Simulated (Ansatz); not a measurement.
## Pressure series in BaS

The parent structure is BaS in the rock salt structure (space group Fm-3m, No. 225).

BaS has the cubic space group Fm-3m (No. 225), the rock salt structure, Pearson symbol cF8. Lattice parameters: a = b = c = 6.331 Å, α = β = γ = 90.00°. Ba on 4a has 6 S at 3.166 Å (octahedral). S on 4b sees 6 Ba at 3.166 Å (octahedral). (Neighbours: up to the widest gap in distance over summed covalent radii, below 1.35, at either atom; cation-cation and far metal-metal contacts left out.)
(The calculation used a cell of 2 atoms; values per cell refer to that cell.)

Cell and atoms are relaxed at each pressure.

All numbers come from Kohn–Sham DFT with the PBEsol functional, run in Ansatz (an electronic-structure program) with PAW and 420 eV plane waves, scalar-relativistic without spin-orbit coupling.

| pressure (GPa) | volume per atom (Å³/atom) |
|---|---|
| -2 | 33.295 |
| 0 | 31.726 |
| 0.3 | 31.531 |
| 0.7 | ? |
| 1.5 | 30.796 |
| 3 | 29.981 |
| 5 | 29.055 |
| 7.5 | 28.071 |
| 10 | 27.237 |

Question: Fit the third-order Birch–Murnaghan form P(V) = (3B₀/2)[(V₀/V)^(7/3) − (V₀/V)^(5/3)]·[1 + (3/4)(B₀′ − 4)((V₀/V)^(2/3) − 1)] (squares taken in P) to the rows shown and predict the withheld row.

Answer: Least squares on the printed values gives V₀ = 31.735 Å³/atom, B₀ = 46.5 GPa, B₀′ = 4.5; this predicts 31.275 Å³/atom, and the run gives 31.274 Å³/atom, in agreement.

Load acts through the strain it causes; cell and atoms are relaxed under it. Stability against distortions was not tested. No other phases were tried under pressure.
